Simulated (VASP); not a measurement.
ZnS: single point with PBE

**Experimental background.**

From a printed reference work, monograph, for a bulk crystal of ZnS at 4 K: band gap 3.911 eV (direct).

ZnS:

```
Zn S
1.0
     3.84556    0.00000    0.00000
    -1.92278    3.33035    0.00000
     0.00000    0.00000    6.30372
Zn S
2 2
Direct
  0.33333 0.66667 0.00520
  0.66667 0.33333 0.50520
  0.33333 0.66667 0.37980
  0.66667 0.33333 0.87980
```

```yaml
Program: VASP 6.6.1
Task: single point
Functional: PBE
Potentials_or_basis: VASP PAW PBE potentials, release 64 (Zn, S)
Cutoff: 520 eV
k_mesh: 9 × 9 × 6
Occupations: gaussian, width 0.02 eV
Spin: no spin polarisation
Dipole_correction: no
Further_INCAR_settings: ALGO = Normal; EDIFF = 1e-06; NBANDS = 26
```

- Pressure: 0.1 GPa
- Band gap on the k mesh: 2.08 eV, direct

Levels at points of the mesh, in eV from the valence-band top:
| k point | band 16 | band 17 | band 18 | band 19 | band 20 | band 21 |
| --- | --- | --- | --- | --- | --- | --- |
| (0.00, 0.00, 0.00) | -0.07 | 0.00 | 0.00 | 2.08 | 3.05 | 6.33 |
| (0.00, 0.00, 0.50) | -0.45 | -0.45 | -0.45 | 3.48 | 3.48 | 6.76 |

Wall time 58 s on 1 thread of AMD EPYC 7R13 Processor (Zen 3) (shared host), peak memory 0.21 GiB.

A measured gap of ZnS is 3.911 eV (direct; 4 K; a printed reference work, monograph); the calculated 2.08 eV misses it by -1.83 eV. The value is that of PBE, without temperature or zero-point motion. Semilocal functionals fall short of measured gaps as a rule.
